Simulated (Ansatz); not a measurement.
## Relaxation of Hf17O32

Computed with DFT PBE, scalar-relativistic, plane waves, PAW (Ansatz). Settings: 420 eV cutoff, 2×2×2 k-mesh, shifted by half a step, Gaussian smearing of 0.01 eV, no spin polarisation.

What was changed: Hf interstitial, charge +0, atoms relaxed at the host's cell.

Spin–orbit coupling is left out, which can shift energies with elements as heavy as these.

In a supercell of 49 atoms the defect feels its periodic images.

Spin polarisation was left out.

Command:

```bash
ansatz run input.yaml --threads 4 --pin off --max-ram 10240MiB --backend cpu --events-out ev --progress --plain --runs-dir out
```

Input:

```yaml
crystal:
  lattice:
    - [0.0, -7.208609557, -5.263967225]
    - [7.208609557, 0.0, 5.263967225]
    - [-7.208609557, 0.0, 5.263967225]
  atoms:
    - { symbol: Hf, position: [0.25, 0.25, 0.5] }
    - { symbol: Hf, position: [0.75, 0.5, 0.75] }
    - { symbol: Hf, position: [0.25, 0.5, 0.25] }
    - { symbol: Hf, position: [0.25, 0.0, 0.75] }
    - { symbol: Hf, position: [0.75, 0.25, 0.0] }
    - { symbol: Hf, position: [0.75, 0.75, 0.5] }
    - { symbol: Hf, position: [0.25, 0.75, 0.0] }
    - { symbol: Hf, position: [0.75, 0.0, 0.25] }
    - { symbol: Hf, position: [0.0, 0.5, 0.5] }
    - { symbol: Hf, position: [0.5, 0.75, 0.75] }
    - { symbol: Hf, position: [0.0, 0.75, 0.25] }
    - { symbol: Hf, position: [0.0, 0.25, 0.75] }
    - { symbol: Hf, position: [0.5, 0.5, 0.0] }
    - { symbol: Hf, position: [0.5, 0.0, 0.5] }
    - { symbol: Hf, position: [0.0, 0.0, 0.0] }
    - { symbol: Hf, position: [0.5, 0.25, 0.25] }
    - { symbol: O, position: [0.25, 0.2216260487, 0.7216260487] }
    - { symbol: O, position: [0.75, 0.4716260487, 0.9716260487] }
    - { symbol: O, position: [0.25, 0.4716260487, 0.4716260487] }
    - { symbol: O, position: [0.25, 0.9716260487, 0.9716260487] }
    - { symbol: O, position: [0.75, 0.2216260487, 0.2216260487] }
    - { symbol: O, position: [0.75, 0.7216260487, 0.7216260487] }
    - { symbol: O, position: [0.25, 0.7216260487, 0.2216260487] }
    - { symbol: O, position: [0.75, 0.9716260487, 0.4716260487] }
    - { symbol: O, position: [0.5, 0.5283739513, 0.7783739513] }
    - { symbol: O, position: [1.0, 0.7783739513, 0.0283739513] }
    - { symbol: O, position: [0.5, 0.7783739513, 0.5283739513] }
    - { symbol: O, position: [0.5, 0.2783739513, 0.0283739513] }
    - { symbol: O, position: [1.0, 0.5283739513, 0.2783739513] }
    - { symbol: O, position: [1.0, 0.0283739513, 0.7783739513] }
    - { symbol: O, position: [0.5, 0.0283739513, 0.2783739513] }
    - { symbol: O, position: [1.0, 0.2783739513, 0.5283739513] }
    - { symbol: O, position: [0.5, 0.2783739513, 0.5283739513] }
    - { symbol: O, position: [1.0, 0.5283739513, 0.7783739513] }
    - { symbol: O, position: [0.5, 0.5283739513, 0.2783739513] }
    - { symbol: O, position: [0.5, 0.0283739513, 0.7783739513] }
    - { symbol: O, position: [1.0, 0.2783739513, 0.0283739513] }
    - { symbol: O, position: [1.0, 0.7783739513, 0.5283739513] }
    - { symbol: O, position: [0.5, 0.7783739513, 0.0283739513] }
    - { symbol: O, position: [1.0, 0.0283739513, 0.2783739513] }
    - { symbol: O, position: [0.25, 0.9716260487, 0.4716260487] }
    - { symbol: O, position: [0.75, 0.2216260487, 0.7216260487] }
    - { symbol: O, position: [0.25, 0.2216260487, 0.2216260487] }
    - { symbol: O, position: [0.25, 0.7216260487, 0.7216260487] }
    - { symbol: O, position: [0.75, 0.9716260487, 0.9716260487] }
    - { symbol: O, position: [0.75, 0.4716260487, 0.4716260487] }
    - { symbol: O, position: [0.25, 0.4716260487, 0.9716260487] }
    - { symbol: O, position: [0.75, 0.7216260487, 0.2216260487] }
    - { symbol: Hf, position: [0.0, 0.25, 0.25] }
  host:
    lattice:
      - [3.6043047785, 0.0, 0.0]
      - [0.0, 3.6043047785, 0.0]
      - [0.0, 0.0, 5.263967225]
    atoms:
      - { symbol: Hf, position: [0.5, 0.5, 0.5] }
      - { symbol: Hf, position: [0.0, 0.0, 0.0] }
      - { symbol: O, position: [0.0, 0.5, 0.6932520973] }
      - { symbol: O, position: [0.5, 0.0, 0.8067479027] }
      - { symbol: O, position: [0.5, 0.0, 0.3067479027] }
      - { symbol: O, position: [0.0, 0.5, 0.1932520973] }
basis:
  ecutwfc: 420
  xc_grid: 2
kpoints:
  mp_grid: { grid: [2, 2, 2], shift: [0.5, 0.5, 0.5] }
hamiltonian:
  xc: pbe
scf:
  occupations: { method: gaussian, width: 0.01 }
output:
  forces: true
  stress: false
  eigenvalues: true
  charged_corrections: { defect_position: [0.0, 0.25, 0.25] }
  write_density: true
  write_potential: true
  elf: true
  volumetric_format: npy
relax:
  adjacent_minimum: "off"
  f_tol: 0.025
  max_steps: 45
```

F is the free energy.

Steps:

```csv
step,F − F(1) (eV),largest force component (eV/Å)
1,0.0000,3.665
2,-2.2679,0.921
3,-2.7080,0.414
4,-2.8395,0.159
5,-2.8790,0.043
6,-2.8812,0.030
7,-2.8813,0.005
```

Relaxed structure:

```
CELL_PARAMETERS angstrom
0.00000 -7.20861 -5.26397
7.20861 0.00000 5.26397
-7.20861 0.00000 5.26397
ATOMIC_POSITIONS crystal
Hf 0.26665 0.25000 0.51665
Hf 0.75042 0.50042 0.75000
Hf 0.26665 0.51665 0.25000
Hf 0.24958 0.99958 0.75000
Hf 0.73335 0.25000 0.98335
Hf 0.75042 0.75000 0.50042
Hf 0.24958 0.75000 0.99958
Hf 0.73335 0.98335 0.25000
Hf 0.00000 0.51505 0.51505
Hf 0.50016 0.74993 0.74993
Hf 0.00000 0.75007 0.25023
Hf 0.00000 0.25023 0.75007
Hf 0.50000 0.50000 0.00000
Hf 0.50000 0.00000 0.50000
Hf 0.00000 0.98495 0.98495
Hf 0.49984 0.24977 0.24977
O 0.24486 0.22479 0.73010
O 0.75514 0.48525 0.97993
O 0.27289 0.48573 0.48573
O 0.25313 0.97563 0.97563
O 0.72711 0.21284 0.21284
O 0.74687 0.72250 0.72250
O 0.24486 0.73010 0.22479
O 0.75514 0.97993 0.48525
O 0.50439 0.52293 0.77808
O 0.00000 0.77021 0.02256
O 0.50439 0.77808 0.52293
O 0.49561 0.27369 0.01854
O 0.00000 0.51930 0.27858
O 0.00000 0.02256 0.77021
O 0.49561 0.01854 0.27369
O 0.00000 0.27858 0.51930
O 0.50532 0.27521 0.52007
O 0.00000 0.52437 0.77750
O 0.50532 0.52007 0.27521
O 0.49468 0.01475 0.76990
O 0.00000 0.28716 0.01427
O 0.00000 0.77750 0.52437
O 0.49468 0.76990 0.01475
O 0.00000 0.01427 0.28716
O 0.25515 0.97707 0.48146
O 0.74485 0.22631 0.72192
O 0.24072 0.22142 0.22142
O 0.25235 0.72979 0.72979
O 0.75928 0.98070 0.98070
O 0.74765 0.47744 0.47744
O 0.25515 0.48146 0.97707
O 0.74485 0.72192 0.22631
Hf 0.00000 0.25000 0.25000
```

The run converged. Time: 6.2 min on 4 threads of Arm Neoverse V2 (shared host), peak memory 3.1 GiB.